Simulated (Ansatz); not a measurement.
**Si: structure and electronic properties**

The task here is to estimate one member of a computed series from the others.

This is Si in the fcc structure; at room conditions it is diamond.

Computed with Ansatz 0.2.0 (DFT PBE, scalar-relativistic, plane waves, PAW, unless a step's input says otherwise).

## The starting structure

It takes space group Fm-3m (No. 225, cubic). The conventional cell has a = 3.822 Å, b = 3.822 Å, c = 3.822 Å, α = 90.00°, β = 90.00°, γ = 90.00°. Si (site symmetry m-3m) is surrounded by 12 Si at 2.70 Å.

As a file:

```
Si
1.0
     0.00000    1.91083    1.91083
     1.91083    0.00000    1.91083
     1.91083    1.91083    0.00000
Si
1
Direct
  0.00000 0.00000 0.00000
```

Source of the structure: the Materials Project (structure only).

The first run:

(A quick probe on a coarse mesh, which set the mesh and smearing, is not shown.)

File input.yaml:

```yaml
crystal:
  lattice:
    - [0.0, 1.9108305409, 1.9108305409]
    - [1.9108305409, 0.0, 1.9108305409]
    - [1.9108305409, 1.9108305409, 0.0]
  atoms:
    - { symbol: Si, position: [0.0, 0.0, 0.0] }
basis:
  ecutwfc: 420
kpoints:
  mp_grid: { grid: [18, 18, 18] }
hamiltonian:
  xc: pbe
scf:
  occupations: { method: gaussian, width: 0.1 }
output:
  forces: true
  stress: true
  eigenvalues: true
relax:
  adjacent_minimum: "off"
  f_tol: 0.005
  max_steps: 80
  cell: { stress_tol: 0.05 }
```

The run is started by

```console
$ ansatz run input.yaml --threads 1 --pin off --max-ram 2560MiB --backend cpu --events-out ev --progress --plain --runs-dir out
```

Among the steps run: The relaxation; The cell scaled to 0.97 of its volume; Volume × 1.03; Volume × 0.94; The cell scaled to 1.06 of its volume; Volume × 0.91; The cell scaled to 1.10 of its volume; The cell scaled to 0.88 of its volume.

One table of the session follows, with a row left open; its other results are not shown here.

It belongs to the step «Equation of state». 

```
volume (Å³/atom)  energy above the lowest point (meV/atom)  pressure (GPa)
          12.794                                      67.8           13.61
          13.231                                      36.8            9.39
          13.667                                      16.0            5.94
          14.103                                       3.9            2.81
          14.539                                       0.0            0.02
          14.975                                       3.3           -2.40
          15.411                                         ?               ?
          15.993                                      33.5           -6.78
```

Q: Estimate the row for volume (Å³/atom) = 15.411 from the others.

Worked estimate for «energy above the lowest point (meV/atom)». A straight line through the neighbours (14.975, 3.3) and (15.993, 33.5) gives 3.3 + (33.5 − 3.3) × (15.411 − 14.975) / (15.993 − 14.975) = 16.2; a parabola fitted to 3 rows on both sides gives 12.4.

**Answer.** energy above the lowest point (meV/atom): 12.8; pressure (GPa): -4.48. In «energy above the lowest point (meV/atom)» the line misses by +3.4 and the parabola by -0.4.
